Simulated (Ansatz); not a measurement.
# TaN (Fm-3m): one cell, many starting occupations (series 2), part 1 of 2

Aim: start the open shells of TaN (Fm-3m) from different occupation matrices at one fixed cell, and see in which states the SCF ends. Cell and atoms stay fixed.

Program: Ansatz 0.2.0. Level of theory: DFT PBE+U (U_eff = 2 eV on Ta d), plane waves, PAW, no spin–orbit coupling unless a run says so. These are calculated values, not measurements.

### 1 Starting point

The structure is cubic, space group Fm-3m (No. 225). The conventional cell has a = 4.358 Å, b = 4.358 Å, c = 4.358 Å, α = 90.00°, β = 90.00°, γ = 90.00°. Around Ta (site symmetry m-3m) lie 6 N at 2.18 Å. N (site symmetry m-3m) is surrounded by 6 Ta at 2.18 Å.

Coordinates:

```
CELL_PARAMETERS angstrom
0.00000 2.17900 2.17900
2.17900 0.00000 2.17900
2.17900 2.17900 0.00000
ATOMIC_POSITIONS crystal
Ta 0.50000 0.50000 0.50000
N 0.00000 0.00000 0.00000
```

Magnetic order typed: ferromagnetic.

The runs: random orbitals: single harmonics, second filling; random orbitals: fully mixed, first filling; random orbitals: single harmonics, first filling; random orbitals: fully mixed, one electron fewer; random orbitals: drawn by pairs, first filling.

An earlier series on this cell reached its lowest free state from «random orbitals: single harmonics, first filling», perhaps among other starts (it ended without moments).

### 2 Random orbitals: single harmonics, second filling

The input, input.yaml:

```yaml
crystal:
  lattice:
    - [0.0, 2.17900131, 2.17900131]
    - [2.17900131, 0.0, 2.17900131]
    - [2.17900131, 2.17900131, 0.0]
  atoms:
    - { symbol: Ta, position: [0.5, 0.5, 0.5], spin: 0.3 }
    - { symbol: "N", position: [0.0, 0.0, 0.0] }
basis:
  ecutwfc: 420
  ecutrho_ratio: 4
kpoints:
  mp_grid: { grid: [7, 7, 7] }
hamiltonian:
  xc: pbe
  hubbard:
    sites:
      - { site: 0, l: d, u_eff: 2.0, starting_ns: [{ spin: up, occupation_matrix: s0up }, { spin: down, occupation_matrix: s0down }] }
    occupation_matrices:
      s0up:
        matrix:
          - [0.97, 0.0, 0.0, 0.0, 0.0]
          - [0.0, 0.02, 0.0, 0.0, 0.0]
          - [0.0, 0.0, 0.02, 0.0, 0.0]
          - [0.0, 0.0, 0.0, 0.02, 0.0]
          - [0.0, 0.0, 0.0, 0.0, 0.02]
      s0down:
        matrix:
          - [0.02, 0.0, 0.0, 0.0, 0.0]
          - [0.0, 0.02, 0.0, 0.0, 0.0]
          - [0.0, 0.0, 0.02, 0.0, 0.0]
          - [0.0, 0.0, 0.0, 0.02, 0.0]
          - [0.0, 0.0, 0.0, 0.0, 0.97]
    ns_hold: until_converged
scf:
  occupations: { method: gaussian, width: 0.05 }
  lower_state_search: "off"
  max_iter: 150
output:
  forces: true
  stress: true
  eigenvalues: true
  populations: true
  hubbard: { sites: [{ site: 0, l: d }] }
magnetization:
  spin_polarized: true
```

The typed matrices put 0.97 on the chosen orbitals and 0.02 on the others, and are held until the SCF converges, then released.

Run with:

```bash
$ ansatz run input.yaml --threads 2 --pin off --max-ram 3072MiB --backend cpu --events-out ev --progress --plain --runs-dir out
```

Output (excerpt; [...] marks lines left out):

```text
Warning: crystal.symmetry: narrowed to the stabiliser of the occupation matrices — unitary ops 48 → 16; lowered by the specified shell (site 0, l: d); largest admitted image defect 8.9e-16, smallest excluded 9.5e-1 — at a splitting's scale: the group the occupation matrices' own texture admits
Warning: RAYON_NUM_THREADS=2 ignored (pool sized by the plan → 2); use --threads N
Ta: projections on atomic orbitals take those of the free atom [Kr 4d10 4f14] 5s2 5p6 5d3 6s2, of charge +0.00 (hamiltonian.pseudopotentials.projection_atoms); the dataset's partial waves leave at most 6.0e-5 of an orbital's norm unspanned inside its sphere
N: projections on atomic orbitals take those of the free atom [He] 2s2 2p3, of charge +0.00 (hamiltonian.pseudopotentials.projection_atoms); the dataset's partial waves leave at most 9.3e-9 of an orbital's norm unspanned inside its sphere
[...]
Pseudopotentials: kind: paw
Pseudopotential: Ta, paw, valence charge 13, recommended cutoff 420 eV (normal), Ta.paw.azcp
Pseudopotential: N, paw, valence charge 5, recommended cutoff 420 eV (normal), N.paw.azcp
Functional definition: PBE
[...]
Crystal: 2 atoms, lattice volume = 20.692 Å³
Basis set: ecut = 420 eV, 411 PW (Γ), exchange–correlation on 48×48×48 points (8 copies of the dense FFT grid, shifted against one another)
Bands: 14, of which v1, the nominal top of the filled ones, is band 9 counted from 1 (8 counted from 0)
Symmetry: 16 space group operations
k-points: 40 of 343
[...]
Starting moments: Σ|m| = 0.3 μB on 1 of 2 sites
[...]
SCF iter   1: F=—  HF=-10314.185337 eV  |F-HF|=—  |Δ(HF+E_count)|=         —  Δρ=3.95e-2 (↑3.79e-2 ↓3.95e-2)  dr2=1.13e0  dr2_m=5.17e-2  M=-0.099 μB ∫|m|=0.199 μB  β_m=0.30  ethr=3.10e-3  ⟨swp⟩=6.0  Hψ=5601  notcnv=0
[...]
WARN: the starting moments were not kept: the SCF closed with an absolute magnetisation of 5.4e-5 μB, where they sum to 0.3 μB in size (1 site). That is at most 0.1 of that sum. Measured as dr2_m measures the in/out step, that magnetisation stands 7.3e-10 eV from none, at or under the [...]
WARN: hamiltonian.hubbard: on 2 of 2 specified blocks the occupation matrix of this SCF's result fails the test of the specified filling. At site 0 ↑ (sites count from 0 in the list of atoms of the cell that this SCF solves) the least filled combination of the orbitals specified full has [...]
Free energy (F): -10315.583333 eV
[...]
E sigma→0 (E₀):  -10315.582388 eV
Entropy (-TS):   -0.001890 eV (-0.945 meV/atom)
Fermi energy:    22.463355 eV
[...]
--- Specified on-site occupations, and those of the state reported ---
  electrons in the specified blocks: 2.1000 specified, 3.7792 found
  site 0 (l=d) ↑: largest change of an orbital's occupation 0.6671; electrons 1.0500 specified, 1.8896 found; spectral distance 0.8870
  site 0 (l=d) ↓: largest change of an orbital's occupation 0.5421; electrons 1.0500 specified, 1.8896 found; spectral distance 0.8870
--- Forces (eV/Å), atoms counted from 1 ---
  atom   1  Ta     0.00000000     0.00000000     0.00000000
  atom   2  N     -0.00000000     0.00000000    -0.00000000
[...]
--- Stress (GPa, compression-positive) ---
       16.080429       0.000000       0.000000
        0.000000      16.080429       0.000000
        0.000000       0.000000      16.080420
  P = ⅓ Tr σ = 16.0804 GPa (160.804 kbar)
--- Band table (eV; the first three rows and the last of 80) ---
  k-point 0 ↑: bands = ["-47.2087", "-13.4335", "-13.4335", "-13.4335", "3.3760", "18.5775", "18.5775", "18.5775", "20.2697", "20.2697", "20.2698", "22.7755", "22.7755", "24.1413"]
[...]
Occupation matrices written to <dir>
--- Löwdin populations: 2 sites ---
  site symbol       q [e]    m [muB]
     0     Ta     12.1797     0.0000
     1      N      5.7411     0.0000
  spilling = 0.004404 (of n_electrons = 18.000000)
--- Occupation matrices: 1 shell (run DFT+U table (all-electron-ortho-atomic); ε = 5.83e-4) ---
  Ta0 d_5D: site group Oh (m-3m)
  Ta0 d_5D up     Tr n = 1.8896  λ = 0.303 0.303 0.428 0.428 0.428  [2× z2 0.50 (Eg 1.00) Eg(1.00) | 3× xz 0.33 (T2g 1.00) T2g(1.00)]
  Ta0 d_5D dn     Tr n = 1.8896  λ = 0.303 0.303 0.428 0.428 0.428  [2× z2 0.50 (Eg 1.00) Eg(1.00) | 3× xz 0.33 (T2g 1.00) T2g(1.00)]
  specified occupation → Ta0 d_5D up: matrix, ‖Δ‖_F = 1.0120, Tr Δ = -0.8396, displaced = 1.0869, d_λ = 0.8870; orbital distance = 1.1547
  specified occupation → Ta0 d_5D dn: matrix, ‖Δ‖_F = 0.8870, Tr Δ = -0.8396, displaced = 0.9619, d_λ = 0.8870; orbital distance = 0.8165
  Tr n, λ and their labels are of the run-group-symmetrised matrices; stabiliser: 96 of 96 elements of G0×{1,Θ} (closed), max defect 5.2e-5 at τ = 1.2e-4
```

It took 3.8 s on 2 threads of Arm Neoverse V2, shared host; peak memory 0.3 GiB.

End state: no gap, pressure 16.1 GPa, no moment over 0.05 μB in any sphere, largest force component 0.00 eV/Å, 16 symmetry operations imposed. The program reports that the typed filling wasn't kept.

How the shells are filled (orbitals counted by the eigenvalues of the occupation matrices):

| shell | channel | electrons | over 0.8 | 0.2 to 0.8 | under 0.2 |
| --- | --- | --- | --- | --- | --- |
| Ta 5d (atom 1) | up | 1.89 | 0 | 5 | 0 |
| Ta 5d (atom 1) | down | 1.89 | 0 | 5 | 0 |

### 3 Random orbitals: fully mixed, first filling

input.yaml: that of step 2 with these lines changed.

```diff
@@ -6,3 +6,3 @@
   atoms:
-    - { symbol: Ta, position: [0.5, 0.5, 0.5], spin: 0.3 }
+    - { symbol: Ta, position: [0.5, 0.5, 0.5], spin: 2.0 }
     - { symbol: "N", position: [0.0, 0.0, 0.0] }
@@ -21,7 +21,7 @@
         matrix:
-          - [0.97, 0.0, 0.0, 0.0, 0.0]
-          - [0.0, 0.02, 0.0, 0.0, 0.0]
-          - [0.0, 0.0, 0.02, 0.0, 0.0]
-          - [0.0, 0.0, 0.0, 0.02, 0.0]
-          - [0.0, 0.0, 0.0, 0.0, 0.02]
+          - [0.10062, 0.12559, -0.12127, 0.18572, -0.07159]
+          - [0.12559, 0.70759, -0.25807, -0.15127, -0.27418]
+          - [-0.12127, -0.25807, 0.21212, -0.21738, 0.13055]
+          - [0.18572, -0.15127, -0.21738, 0.84231, -0.01924]
+          - [-0.07159, -0.27418, 0.13055, -0.01924, 0.13735]
       s0down:
@@ -32,4 +32,4 @@
           - [0.0, 0.0, 0.0, 0.02, 0.0]
-          - [0.0, 0.0, 0.0, 0.0, 0.97]
-    ns_hold: until_converged
+          - [0.0, 0.0, 0.0, 0.0, 0.02]
+    ns_hold: { iters: 12 }
 scf:
```

The typed matrices are held for 12 cycles.

Run with:

```bash
$ ansatz run input.yaml --threads 2 --pin off --max-ram 3072MiB --backend cpu --events-out ev --progress --plain --runs-dir out
```

Output (excerpt; [...] marks lines left out):

```text
Warning: crystal.symmetry: narrowed to the stabiliser of the occupation matrices — unitary ops 48 → 2; lowered by the specified shell (site 0, l: d); largest admitted image defect 4.4e-16, smallest excluded 4.0e-1 — at a splitting's scale: the group the occupation matrices' own texture admits
Warning: RAYON_NUM_THREADS=2 ignored (pool sized by the plan → 2); use --threads N
Ta: projections on atomic orbitals take those of the free atom [Kr 4d10 4f14] 5s2 5p6 5d3 6s2, of charge +0.00 (hamiltonian.pseudopotentials.projection_atoms); the dataset's partial waves leave at most 6.0e-5 of an orbital's norm unspanned inside its sphere
N: projections on atomic orbitals take those of the free atom [He] 2s2 2p3, of charge +0.00 (hamiltonian.pseudopotentials.projection_atoms); the dataset's partial waves leave at most 9.3e-9 of an orbital's norm unspanned inside its sphere
[...]
[... 4 set-up lines as earlier in the session ...]
[...]
Crystal: 2 atoms, lattice volume = 20.692 Å³
Basis set: ecut = 420 eV, 411 PW (Γ), exchange–correlation on 48×48×48 points (8 copies of the dense FFT grid, shifted against one another)
[...]
WARN: the starting moments were not kept: the SCF closed with an absolute magnetisation of 1.5e-5 μB, where they sum to 2 μB in size (1 site). That is at most 0.1 of that sum. Measured as dr2_m measures the in/out step, that magnetisation stands 6.8e-11 eV from none, at or under the [...]
WARN: hamiltonian.hubbard: on 1 of 2 specified blocks the occupation matrix of this SCF's result fails the test of the specified filling. At site 0 ↑ (sites count from 0 in the list of atoms of the cell that this SCF solves) the least filled combination of the orbitals specified full has [...]
  atom   2  N      0.00000000     0.00000000     0.00000000
[...]
--- Stress (GPa, compression-positive) ---
       16.080389       0.000013      -0.000009
        0.000013      16.080434      -0.000016
       -0.000009      -0.000016      16.080408
  P = ⅓ Tr σ = 16.0804 GPa (160.804 kbar)
--- Band table (eV; the first three rows and the last of 344) ---
  k-point 0 ↑: bands = ["-47.2087", "-13.4335", "-13.4335", "-13.4335", "3.3760", "18.5775", "18.5775", "18.5775", "20.2697", "20.2698", "20.2698", "22.7755", "22.7755", "24.1413"]
[...]
Occupation matrices written to <dir>
--- Löwdin populations: 2 sites ---
  site symbol       q [e]    m [muB]
     0     Ta     12.1797    -0.0000
     1      N      5.7411    -0.0000
  spilling = 0.004404 (of n_electrons = 18.000000)
--- Occupation matrices: 1 shell (run DFT+U table (all-electron-ortho-atomic); ε = 4.27e-4) ---
  Ta0 d_5D: site group Oh (m-3m)
  Ta0 d_5D up     Tr n = 1.8896  λ = 0.303 0.303 0.428 0.428 0.428  [2× z2 0.50 (Eg 1.00) Eg(1.00) | 3× xz 0.33 (T2g 1.00) T2g(1.00)]
  Ta0 d_5D dn     Tr n = 1.8896  λ = 0.303 0.303 0.428 0.428 0.428  [2× z2 0.50 (Eg 1.00) Eg(1.00) | 3× xz 0.33 (T2g 1.00) T2g(1.00)]
  specified occupation → Ta0 d_5D up: matrix, ‖Δ‖_F = 1.0677, Tr Δ = +0.1104, displaced = 1.1496, d_λ = 0.9562; orbital distance = 1.3907
  specified occupation → Ta0 d_5D dn: matrix, ‖Δ‖_F = 0.8119, Tr Δ = -1.7896, displaced = 0.8948, d_λ = 0.8119; orbital distance = 0.0000
  Tr n, λ and their labels are of the run-group-symmetrised matrices; stabiliser: 96 of 96 elements of G0×{1,Θ} (closed), max defect 2.1e-5 at τ = 9.1e-5
```

Run time: 16 s. Hardware: 2 threads of Arm Neoverse V2, shared host; peak memory 0.39 GiB.

It ends with no gap, pressure 16.1 GPa, no moment over 0.05 μB in any sphere, largest force component 0.00 eV/Å, 2 symmetry operations imposed. The program reports that the typed filling wasn't kept.

How the shells are filled (orbitals counted by the eigenvalues of the occupation matrices):

```
         shell  channel  electrons  over 0.8  0.2 to 0.8  under 0.2
Ta 5d (atom 1)       up       1.89         0           5          0
Ta 5d (atom 1)     down       1.89         0           5          0
```

### 4 Random orbitals: single harmonics, first filling

input.yaml: that of step 3 with these lines changed.

```diff
@@ -21,7 +21,7 @@
         matrix:
-          - [0.10062, 0.12559, -0.12127, 0.18572, -0.07159]
-          - [0.12559, 0.70759, -0.25807, -0.15127, -0.27418]
-          - [-0.12127, -0.25807, 0.21212, -0.21738, 0.13055]
-          - [0.18572, -0.15127, -0.21738, 0.84231, -0.01924]
-          - [-0.07159, -0.27418, 0.13055, -0.01924, 0.13735]
+          - [0.97, 0.0, 0.0, 0.0, 0.0]
+          - [0.0, 0.02, 0.0, 0.0, 0.0]
+          - [0.0, 0.0, 0.02, 0.0, 0.0]
+          - [0.0, 0.0, 0.0, 0.02, 0.0]
+          - [0.0, 0.0, 0.0, 0.0, 0.97]
       s0down:
```

The typed matrices put 0.97 on the chosen orbitals and 0.02 on the others, and are held for 12 cycles.

Run with:

```bash
$ ansatz run input.yaml --threads 2 --pin off --max-ram 3072MiB --backend cpu --events-out ev --progress --plain --runs-dir out
```

Output (excerpt; [...] marks lines left out):

```text
Warning: crystal.symmetry: narrowed to the stabiliser of the occupation matrices — unitary ops 48 → 16; lowered by the specified shell (site 0, l: d); largest admitted image defect 8.9e-16, smallest excluded 9.5e-1 — at a splitting's scale: the group the occupation matrices' own texture admits
Warning: RAYON_NUM_THREADS=2 ignored (pool sized by the plan → 2); use --threads N
Ta: projections on atomic orbitals take those of the free atom [Kr 4d10 4f14] 5s2 5p6 5d3 6s2, of charge +0.00 (hamiltonian.pseudopotentials.projection_atoms); the dataset's partial waves leave at most 6.0e-5 of an orbital's norm unspanned inside its sphere
N: projections on atomic orbitals take those of the free atom [He] 2s2 2p3, of charge +0.00 (hamiltonian.pseudopotentials.projection_atoms); the dataset's partial waves leave at most 9.3e-9 of an orbital's norm unspanned inside its sphere
[...]
[... 4 set-up lines as earlier in the session ...]
[...]
Crystal: 2 atoms, lattice volume = 20.692 Å³
Basis set: ecut = 420 eV, 411 PW (Γ), exchange–correlation on 48×48×48 points (8 copies of the dense FFT grid, shifted against one another)
[...]
WARN: the starting moments were not kept: the SCF closed with an absolute magnetisation of 2.2e-5 μB, where they sum to 2 μB in size (1 site). That is at most 0.1 of that sum. Measured as dr2_m measures the in/out step, that magnetisation stands 1.1e-10 eV from none, at or under the [...]
WARN: hamiltonian.hubbard: on 1 of 2 specified blocks the occupation matrix of this SCF's result fails the test of the specified filling. At site 0 ↑ (sites count from 0 in the list of atoms of the cell that this SCF solves) the least filled combination of the orbitals specified full has [...]
  atom   2  N     -0.00000000     0.00000000     0.00000000
[...]
--- Stress (GPa, compression-positive) ---
       16.080457       0.000000       0.000000
        0.000000      16.080457       0.000000
        0.000000       0.000000      16.080380
  P = ⅓ Tr σ = 16.0804 GPa (160.804 kbar)
--- Band table (eV; the first three rows and the last of 80) ---
  k-point 0 ↑: bands = ["-47.2087", "-13.4335", "-13.4335", "-13.4335", "3.3760", "18.5775", "18.5775", "18.5775", "20.2698", "20.2698", "20.2698", "22.7755", "22.7755", "24.1413"]
[...]
Occupation matrices written to <dir>
--- Löwdin populations: 2 sites ---
  site symbol       q [e]    m [muB]
     0     Ta     12.1797    -0.0000
     1      N      5.7411     0.0000
  spilling = 0.004404 (of n_electrons = 18.000000)
--- Occupation matrices: 1 shell (run DFT+U table (all-electron-ortho-atomic); ε = 2.34e-4) ---
  Ta0 d_5D: site group Oh (m-3m)
  Ta0 d_5D up     Tr n = 1.8896  λ = 0.303 0.303 0.428 0.428 0.428  [2× z2 0.50 (Eg 1.00) Eg(1.00) | 3× xz 0.33 (T2g 1.00) T2g(1.00)]
  Ta0 d_5D dn     Tr n = 1.8896  λ = 0.303 0.303 0.428 0.428 0.428  [2× z2 0.50 (Eg 1.00) Eg(1.00) | 3× xz 0.33 (T2g 1.00) T2g(1.00)]
  specified occupation → Ta0 d_5D up: matrix, ‖Δ‖_F = 1.0732, Tr Δ = +0.1104, displaced = 1.1539, d_λ = 0.9562; orbital distance = 1.4142
  specified occupation → Ta0 d_5D dn: matrix, ‖Δ‖_F = 0.8120, Tr Δ = -1.7896, displaced = 0.8948, d_λ = 0.8120; orbital distance = 0.0000
  Tr n, λ and their labels are of the run-group-symmetrised matrices; stabiliser: 96 of 96 elements of G0×{1,Θ} (closed), max defect 1.7e-5 at τ = 5.0e-5
```

Run time: 3.7 s. Hardware: 2 threads of Arm Neoverse V2, shared host; peak memory 0.3 GiB.

It ends with no gap, pressure 16.1 GPa, no moment over 0.05 μB in any sphere, largest force component 0.00 eV/Å, 16 symmetry operations imposed. The program reports that the typed filling wasn't kept.

The shells' filling, with natural orbitals sorted by occupation:

```
         shell  channel  electrons  over 0.8  0.2 to 0.8  under 0.2
Ta 5d (atom 1)       up       1.89         0           5          0
Ta 5d (atom 1)     down       1.89         0           5          0
```

(Continued in part 2 of 2.)
